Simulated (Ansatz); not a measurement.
The system is CaF2 (Fluorite).

```
Ca F
1.0
     0.00000    2.73100    2.73100
     2.73100    0.00000    2.73100
     2.73100    2.73100    0.00000
Ca F
1 2
Direct
  0.00000 0.00000 0.00000
  0.75000 0.75000 0.75000
  0.25000 0.25000 0.25000
```

Base run:

| Quantity | Value |
| --- | --- |
| Program | Ansatz 0.2.0 |
| Functional | r2SCAN |
| Potentials or basis | Ansatz PAW |
| Cutoff | 500 eV (not typed: the program's choice for these potentials) |
| k mesh | 8 × 8 × 8 |
| Occupations | fermi-dirac, width 0.05 eV |
| Spin | no spin polarisation |

Its results: band gap on the k mesh 7.96 eV, indirect (least direct gap 8.22 eV); pressure -1.1 GPa.

The run is repeated on the same cell with these changes: functional from r2SCAN to PBE0; cutoff from 500 eV (not typed: the program's choice for these potentials) to 420 eV (not typed: the program's choice for these potentials); k mesh from 8 × 8 × 8 to 4 × 4 × 4. What comes out?

Band gap on the k mesh 10.13 eV, indirect (least direct gap 10.40 eV); pressure 0.1 GPa.

Several settings changed at once, so the effect can't be laid on one alone.

Caveats: some runs use coarse meshes; the PAW data sets come from PBE, with cores solved anew for the run's functional, which leaves a small shift of forces and pressure; the thresholds are loose for stress (some runs).
